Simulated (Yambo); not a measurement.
Input of a Yambo 5.3.0 run:

The input optics1.in:

```
optics
chi
Chimod= "HARTREE"
% BndsRnXd
 1 | 38 |
%
NGsBlkXd= 3 Ry
% LongDrXd
 1 | 0 | 0 |
%
% QpntsRXd
 1 | 1 |
%
% EnRngeXd
 0 | 20 | eV
%
% DmRngeXd
 0.1 | 0.1 | eV
%
ETStpsXd= 200
```

The input scf.in:

```
&CONTROL
  calculation = 'scf'
  prefix = 'pwscf'
  outdir = './tmp'
  pseudo_dir = './pseudo'
/
&SYSTEM
  ibrav = 0
  nat = 3
  ntyp = 2
  ecutwfc = 58
  nbnd = 19
  occupations = 'smearing'
  smearing = 'fd'
  degauss = 0.00367493
  force_symmorphic = .true.
/
&ELECTRONS
  conv_thr = 6d-10
  electron_maxstep = 120
  mixing_beta = 0.5
/
ATOMIC_SPECIES
Ta   180.9479 Ta.upf
S     32.0600 S.upf
CELL_PARAMETERS angstrom
   3.2102513042    0.0000000000    0.0000000000
  -1.6051256521    2.7801591820    0.0000000000
   0.0000000000    0.0000000000    5.6155440725
ATOMIC_POSITIONS crystal
Ta     0.0000000000    0.0000000000    0.0000000000
S      0.6666666667    0.3333333333    0.7500000000
S      0.3333333333    0.6666666667    0.2500000000
K_POINTS automatic
12 12 6 0 0 0
```

Contents of nscf.in:

```
&CONTROL
  calculation = 'nscf'
  prefix = 'pwscf'
  outdir = './tmp'
  pseudo_dir = './pseudo'
/
&SYSTEM
  ibrav = 0
  nat = 3
  ntyp = 2
  ecutwfc = 58
  nbnd = 163
  occupations = 'smearing'
  smearing = 'fd'
  degauss = 0.00367493
  force_symmorphic = .true.
/
&ELECTRONS
  conv_thr = 1d-08
  diago_full_acc = .true.
  diago_thr_init = 1d-06
/
ATOMIC_SPECIES
Ta   180.9479 Ta.upf
S     32.0600 S.upf
CELL_PARAMETERS angstrom
   3.2102513042    0.0000000000    0.0000000000
  -1.6051256521    2.7801591820    0.0000000000
   0.0000000000    0.0000000000    5.6155440725
ATOMIC_POSITIONS crystal
Ta     0.0000000000    0.0000000000    0.0000000000
S      0.6666666667    0.3333333333    0.7500000000
S      0.3333333333    0.6666666667    0.2500000000
K_POINTS automatic
3 3 2 0 0 0
```

Potentials or basis: PseudoDojo 0.4.1 SR PBE standard.

The run is started by

```bash
$ OMP_NUM_THREADS=1 pw.x -in scf.in > scf.out
$ OMP_NUM_THREADS=1 pw.x -in nscf.in > nscf.out
$ cd tmp/pwscf.save; p2y; mv SAVE ../..; cd ../..
$ OMP_NUM_THREADS=1 yambo
$ OMP_NUM_THREADS=1 yambo -F optics1.in -J optics1 -C optics1_out
```

What does it give for the band gap on the k mesh, mean-field level?

None (metal or under the smearing width).

Dielectric function (along the field direction of the input):
| energy (eV) | real part | imaginary part |
| --- | --- | --- |
| 0.70 | 137.29 | 338.13 |
| 1.71 | -13.68 | 47.46 |
| 2.71 | -9.36 | 4.28 |
| 3.72 | 0.01 | 3.95 |
| 4.72 | 5.64 | 16.57 |
| 5.73 | -1.64 | 3.07 |
| 6.73 | 5.46 | 3.98 |
| 7.74 | 1.37 | 8.84 |
| 8.74 | 5.82 | 8.19 |
| 9.75 | -2.46 | 6.35 |
| 10.85 | -2.82 | 6.33 |
| 11.86 | -4.08 | 3.38 |
| 12.86 | -1.55 | 0.65 |
| 13.87 | -0.32 | 1.41 |
| 14.87 | -1.42 | 1.40 |
| 15.88 | -0.45 | 0.57 |
| 16.88 | -0.20 | 0.99 |
| 17.89 | -0.62 | 0.89 |
| 18.89 | -0.02 | 0.80 |
| 20.00 | -0.12 | 1.27 |

Caveat: the k mesh is coarse (spacing up to 0.75 Å⁻¹), so the values aren't converged; the intraband (Drude) term of the metal is left out; the ground state has no gap, which makes the many-body step unreliable; spectra need much finer meshes, so this one isn't converged; these spectra lack excitons. The run has no spin-orbit coupling, so splittings on Ta are missing.
